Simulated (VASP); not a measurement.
The system is InP.

```
In P
1.0
     0.00000    2.93933    2.93933
     2.93933    0.00000    2.93933
     2.93933    2.93933    0.00000
In P
1 1
Cartesian
  0.0000 0.0000 0.0000
  1.4697 1.4697 1.4697
```

Base run:

| Item | Value |
| --- | --- |
| Program | VASP 6.6.1 |
| Functional | PBE-EpsX |
| Potentials or basis | VASP PAW PBE potentials, release 64 (In_d, P) |
| Cutoff | 520 eV |
| k mesh | 6 × 6 × 6 |
| Occupations | gaussian, width 0.03 eV |
| Spin | no spin polarisation |

Its results: band gap on the k mesh 1.00 eV, direct; pressure 2.0 GPa.

Q: After a change of settings the same cell gave: band gap on the k mesh 1.46 eV, direct; pressure 0.7 GPa. Which change was it?
A. functional from PBE-EpsX to HSE06
B. functional from PBE-EpsX to PBE0
C. functional from PBE-EpsX to PBE

A: A.

Caveats: the PAW data sets were made with another functional, which shifts forces and pressure a little; spin-orbit coupling is left out, which moves the levels of the heavy elements.
